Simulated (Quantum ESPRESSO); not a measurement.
# Cr (P-1) in Quantum ESPRESSO: reference runs

How does Cr come out in PBE? The cell is run as given.

All numbers are computed with Quantum ESPRESSO 7.5; they aren't measurements. Logs are shortened: lines on timing, memory, paths and dates and some standing lists are left out, and cuts for length are marked.

## (1) The structure

The typed cell holds 1 atom: a = 2.564 Å, b = 2.575 Å, c = 2.614 Å, α = 60.73°, β = 61.16°, γ = 60.86°.

This isn't the form of Cr at room conditions, which is bcc.

## (2) Single point, PBE, collinear spin, ferromagnetic start

pw.in reads:

```
&CONTROL
  calculation = 'scf'
  prefix = 'pwscf'
  outdir = './tmp'
  pseudo_dir = './pseudo'
  tprnfor = .true.
  tstress = .true.
  disk_io = 'low'
/
&SYSTEM
  ibrav = 0
  nat = 1
  ntyp = 1
  ecutwfc = 55
  ecutrho = 440
  nbnd = 16
  occupations = 'smearing'
  smearing = 'fd'
  degauss = 0.00367493
  nspin = 2
  starting_magnetization(1) = 0.2143
/
&ELECTRONS
  conv_thr = 2d-10
  electron_maxstep = 120
  mixing_beta = 0.3
/
ATOMIC_SPECIES
Cr    51.9961 cr_pbe_v1.5.uspp.F.UPF
CELL_PARAMETERS angstrom
  -0.0174283700    1.8156326700    1.8106573700
   1.8310089900   -0.0170405700    1.8102695700
   1.8558983200    1.8401342100   -0.0419299100
ATOMIC_POSITIONS crystal
Cr     0.0000000000    0.0000000000    0.0000000000
K_POINTS automatic
12 12 12 0 0 0
```

pp_density.in reads:

```
&INPUTPP
  prefix = 'pwscf'
  outdir = './tmp'
  filplot = 'density.dat'
  plot_num = 0
/
&PLOT
  nfile = 1
  filepp(1) = 'density.dat'
  iflag = 3
  output_format = 6
  fileout = 'density.cube'
/
```

pp_potential.in reads:

```
&INPUTPP
  prefix = 'pwscf'
  outdir = './tmp'
  filplot = 'potential.dat'
  plot_num = 11
/
&PLOT
  nfile = 1
  filepp(1) = 'potential.dat'
  iflag = 3
  output_format = 6
  fileout = 'potential.cube'
/
```

pp_spin.in reads:

```
&INPUTPP
  prefix = 'pwscf'
  outdir = './tmp'
  filplot = 'spin.dat'
  plot_num = 6
/
&PLOT
  nfile = 1
  filepp(1) = 'spin.dat'
  iflag = 3
  output_format = 6
  fileout = 'spin.cube'
/
```

Potentials or basis: SSSP 1.3 efficiency PBE.

Started as:

```sh
OMP_NUM_THREADS=1 pw.x -in pw.in > pw.out
OMP_NUM_THREADS=1 pp.x -in pp_density.in > pp_density.out
OMP_NUM_THREADS=1 pp.x -in pp_potential.in > pp_potential.out
OMP_NUM_THREADS=1 pp.x -in pp_spin.in > pp_spin.out
```

pw.out:

```text
This program is part of the open-source Quantum ESPRESSO suite
     for quantum simulation of materials; please cite
[... 9 lines left out ...]
     --------------------
     sticks:   dense  smooth     PW     G-vecs:    dense   smooth      PW
     Sum         727     363    121                13129     4637     947

     Using Slab Decomposition

     bravais-lattice index     =            0
     lattice parameter (alat)  =       4.8457  a.u.
     unit-cell volume          =      84.0525 (a.u.)^3
     number of atoms/cell      =            1
     number of atomic types    =            1
     number of electrons       =        14.00
     number of Kohn-Sham states=           16
     kinetic-energy cutoff     =      55.0000  Ry
     charge density cutoff     =     440.0000  Ry
     scf convergence threshold =      2.0E-10
     mixing beta               =       0.3000
     number of iterations used =            8  plain     mixing
     Exchange-correlation=  SLA  PW   PBX  PBC
                           (   1   4   3   4   0   0   0)

     celldm(1)=   4.845704  celldm(2)=   0.000000  celldm(3)=   0.000000
     celldm(4)=   0.000000  celldm(5)=   0.000000  celldm(6)=   0.000000

     crystal axes: (cart. coord. in units of alat)
               a(1) = (  -0.006797   0.708060   0.706120 )
               a(2) = (   0.714056  -0.006645   0.705968 )
               a(3) = (   0.723763   0.717615  -0.016352 )

     reciprocal axes: (cart. coord. in units 2 pi/alat)
               b(1) = ( -0.685652  0.707480  0.700167 )
               b(2) = (  0.701619 -0.691672  0.700326 )
               b(3) = (  0.683020  0.689040 -0.684359 )

     PseudoPot. # 1 for Cr read from file:
     cr_pbe_v1.5.uspp.F.UPF
     Pseudo is Ultrasoft + core correction, Zval = 14.0
     Generated by new atomic code, or converted to UPF format
     Using radial grid of  857 points,  6 beta functions with:
                l(1) =   0
                l(2) =   0
                l(3) =   1
                l(4) =   1
                l(5) =   2
                l(6) =   2
     Q(r) pseudized with  8 coefficients,  rinner =    0.950   0.950   0.950
                                                       0.950   0.950

     atomic species   valence    mass     pseudopotential
     Cr               14.00    51.99610     Cr( 1.00)

     Starting magnetic structure
     atomic species   magnetization
     Cr              0.214

      2 Sym. Ops., with inversion, found

   Cartesian axes

     site n.     atom                  positions (alat units)
         1        Cr     tau(   1) = (   0.0000000   0.0000000   0.0000000  )

     number of k points=   868  Fermi-Dirac smearing, width (Ry)=  0.0037

     Number of k-points >= 100: set verbosity='high' to print them.

     Dense  grid:    13129 G-vectors     FFT dimensions: (  36,  36,  36)

     Smooth grid:     4637 G-vectors     FFT dimensions: (  24,  24,  24)

     Check: negative core charge=   -0.000009
     Generating pointlists ...
     new r_m :   0.4125 (alat units)  1.9989 (a.u.) for type    1

     Initial potential from superposition of free atoms

     starting charge      13.0000, renormalised to      14.0000

     negative rho (up, down):  3.701E-04 2.395E-04
     Starting wfcs are   10 randomized atomic wfcs +    6 random wfcs

     Self-consistent Calculation

     iteration #  1     ecut=    55.00 Ry     beta= 0.30
     Davidson diagonalization with overlap
     ethr =  1.00E-02,  avg # of iterations =  5.3

     negative rho (up, down):  3.937E-04 5.692E-04

     total energy              =    -175.14839043 Ry
     estimated scf accuracy    <       2.29493440 Ry

     total magnetization       =     0.85 Bohr mag/cell
     absolute magnetization    =     0.85 Bohr mag/cell

     iteration #  2     ecut=    55.00 Ry     beta= 0.30
     Davidson diagonalization with overlap
     ethr =  1.00E-02,  avg # of iterations =  1.5

     negative rho (up, down):  3.079E-04 1.159E-03

     total energy              =    -175.42883565 Ry
     estimated scf accuracy    <       0.06953927 Ry

     total magnetization       =     1.45 Bohr mag/cell
     absolute magnetization    =     1.45 Bohr mag/cell

     iteration #  3     ecut=    55.00 Ry     beta= 0.30
     Davidson diagonalization with overlap
     ethr =  4.97E-04,  avg # of iterations =  2.0

     negative rho (up, down):  2.596E-05 1.874E-03

     total energy              =    -175.44801043 Ry
     estimated scf accuracy    <       0.01260851 Ry

     total magnetization       =     1.45 Bohr mag/cell
     absolute magnetization    =     1.45 Bohr mag/cell

     iteration #  4     ecut=    55.00 Ry     beta= 0.30
     Davidson diagonalization with overlap
     ethr =  9.01E-05,  avg # of iterations =  1.8

     negative rho (up, down):  5.558E-05 1.793E-03

     total energy              =    -175.45222182 Ry
     estimated scf accuracy    <       0.03217469 Ry

     total magnetization       =     0.82 Bohr mag/cell
     absolute magnetization    =     0.82 Bohr mag/cell

     iteration #  5     ecut=    55.00 Ry     beta= 0.30
     Davidson diagonalization with overlap
     ethr =  9.01E-05,  avg # of iterations =  1.9

     negative rho (up, down):  0.000E+00 2.546E-03

     total energy              =    -175.45226443 Ry
     estimated scf accuracy    <       0.00228873 Ry

     total magnetization       =     0.75 Bohr mag/cell
     absolute magnetization    =     0.75 Bohr mag/cell

     iteration #  6     ecut=    55.00 Ry     beta= 0.30
     Davidson diagonalization with overlap
     ethr =  1.63E-05,  avg # of iterations =  1.5

     negative rho (up, down):  2.210E-04 4.447E-04

     total energy              =    -175.45368189 Ry
     estimated scf accuracy    <       0.00665092 Ry

     total magnetization       =     1.04 Bohr mag/cell
     absolute magnetization    =     1.05 Bohr mag/cell

     iteration #  7     ecut=    55.00 Ry     beta= 0.30
     Davidson diagonalization with overlap
     ethr =  1.63E-05,  avg # of iterations =  1.8

     negative rho (up, down):  2.415E-04 3.622E-04

     total energy              =    -175.46304834 Ry
     estimated scf accuracy    <       0.00054086 Ry

     total magnetization       =     0.45 Bohr mag/cell
     absolute magnetization    =     0.45 Bohr mag/cell

     iteration #  8     ecut=    55.00 Ry     beta= 0.30
     Davidson diagonalization with overlap
     ethr =  3.86E-06,  avg # of iterations =  1.4

     negative rho (up, down):  2.556E-04 3.471E-04

     total energy              =    -175.46355563 Ry
     estimated scf accuracy    <       0.00066267 Ry

     total magnetization       =     0.34 Bohr mag/cell
     absolute magnetization    =     0.34 Bohr mag/cell

     iteration #  9     ecut=    55.00 Ry     beta= 0.30
     Davidson diagonalization with overlap
     ethr =  3.86E-06,  avg # of iterations =  1.0

     negative rho (up, down):  2.585E-04 3.431E-04

     total energy              =    -175.46377354 Ry
     estimated scf accuracy    <       0.00028996 Ry

     total magnetization       =     0.26 Bohr mag/cell
     absolute magnetization    =     0.27 Bohr mag/cell

     iteration # 10     ecut=    55.00 Ry     beta= 0.30
     Davidson diagonalization with overlap
     ethr =  2.07E-06,  avg # of iterations =  1.0
[... 145 lines left out ...]
     negative rho (up, down):  2.985E-04 2.991E-04

     total energy              =    -175.46412942 Ry
     estimated scf accuracy    <       0.00000015 Ry

     total magnetization       =     0.01 Bohr mag/cell
     absolute magnetization    =     0.01 Bohr mag/cell

     iteration # 23     ecut=    55.00 Ry     beta= 0.30
     Davidson diagonalization with overlap
     ethr =  1.06E-09,  avg # of iterations =  2.0

     negative rho (up, down):  2.985E-04 2.992E-04

     total energy              =    -175.46413077 Ry
     estimated scf accuracy    <       0.00000003 Ry

     total magnetization       =     0.00 Bohr mag/cell
     absolute magnetization    =     0.00 Bohr mag/cell

     iteration # 24     ecut=    55.00 Ry     beta= 0.30
     Davidson diagonalization with overlap
     ethr =  2.04E-10,  avg # of iterations =  2.0

     negative rho (up, down):  2.990E-04 2.988E-04

     total energy              =    -175.46413073 Ry
     estimated scf accuracy    <       0.00000001 Ry

     total magnetization       =     0.00 Bohr mag/cell
     absolute magnetization    =     0.00 Bohr mag/cell

     iteration # 25     ecut=    55.00 Ry     beta= 0.30
     Davidson diagonalization with overlap
     ethr =  1.04E-10,  avg # of iterations =  2.0

     negative rho (up, down):  2.989E-04 2.988E-04

     total energy              =    -175.46413083 Ry
     estimated scf accuracy    <          1.4E-09 Ry

     total magnetization       =    -0.00 Bohr mag/cell
     absolute magnetization    =     0.00 Bohr mag/cell

     iteration # 26     ecut=    55.00 Ry     beta= 0.30
     Davidson diagonalization with overlap
     ethr =  9.77E-12,  avg # of iterations =  2.0

     negative rho (up, down):  2.989E-04 2.989E-04

     total energy              =    -175.46413083 Ry
     estimated scf accuracy    <          6.9E-10 Ry

     total magnetization       =    -0.00 Bohr mag/cell
     absolute magnetization    =     0.00 Bohr mag/cell

     iteration # 27     ecut=    55.00 Ry     beta= 0.30
     Davidson diagonalization with overlap
     ethr =  4.90E-12,  avg # of iterations =  2.0

     negative rho (up, down):  2.989E-04 2.989E-04

     total energy              =    -175.46413084 Ry
     estimated scf accuracy    <          2.3E-10 Ry

     total magnetization       =    -0.00 Bohr mag/cell
     absolute magnetization    =     0.00 Bohr mag/cell

     iteration # 28     ecut=    55.00 Ry     beta= 0.30
     Davidson diagonalization with overlap
     ethr =  1.65E-12,  avg # of iterations =  2.0

     negative rho (up, down):  2.989E-04 2.989E-04

     Magnetic moment per site  (integrated on atomic sphere of radius R)
     atom   1 (R=0.413)  charge= 12.3736  magn=  0.0000

     End of self-consistent calculation

     Number of k-points >= 100: set verbosity='high' to print the bands.

     the Fermi energy is    17.6199 ev

!    total energy              =    -175.46413084 Ry
     estimated scf accuracy    <          3.0E-11 Ry
     smearing contrib. (-TS)   =      -0.00110279 Ry
     internal energy E=F+TS    =    -175.46302805 Ry

     The total energy is F=E-TS. E is the sum of the following terms:
     one-electron contribution =     -62.21643076 Ry
     hartree contribution      =      38.35580606 Ry
     xc contribution           =     -22.38237449 Ry
     ewald contribution        =    -129.22002885 Ry

     total magnetization       =     0.00 Bohr mag/cell
     absolute magnetization    =     0.00 Bohr mag/cell

     convergence has been achieved in  28 iterations

     negative rho (up, down):  2.989E-04 2.989E-04

     Forces acting on atoms (cartesian axes, Ry/au):

     atom    1 type  1   force =     0.00000000    0.00000000    0.00000000

     Total force =     0.000000     Total SCF correction =     0.000000

     Computing stress (Cartesian axis) and pressure

     negative rho (up, down):  2.989E-04 2.989E-04
          total   stress  (Ry/bohr**3)                   (kbar)     P=     -101.98
  -0.00058837   0.00000185  -0.00013727          -86.55        0.27      -20.19
   0.00000185  -0.00071611  -0.00014199            0.27     -105.34      -20.89
  -0.00013727  -0.00014199  -0.00077518          -20.19      -20.89     -114.03

=------------------------------------------------------------------------------=
   JOB DONE.
=------------------------------------------------------------------------------=
```

Run time: 5.5 min. Hardware: 1 thread of Intel Xeon 6975P-C (Granite Rapids), shared host; peak memory 0.32 GiB.

Results:

* Free energy: -2387.3111 eV
* Pressure: -10.2 GPa
* Band gap on the k mesh: none (metal or under the smearing width)
* Net moment: 0.00 μB per cell
* Absolute moment: 0.00 μB per cell
* Valence electrons inside the program's atomic spheres: Cr 12.37

Stress tensor (GPa, compression positive):
```
 -8.66   0.03  -2.02
  0.03 -10.53  -2.09
 -2.02  -2.09 -11.40
```

Caveat: the starting moments collapsed, and a magnetic state may lie lower.
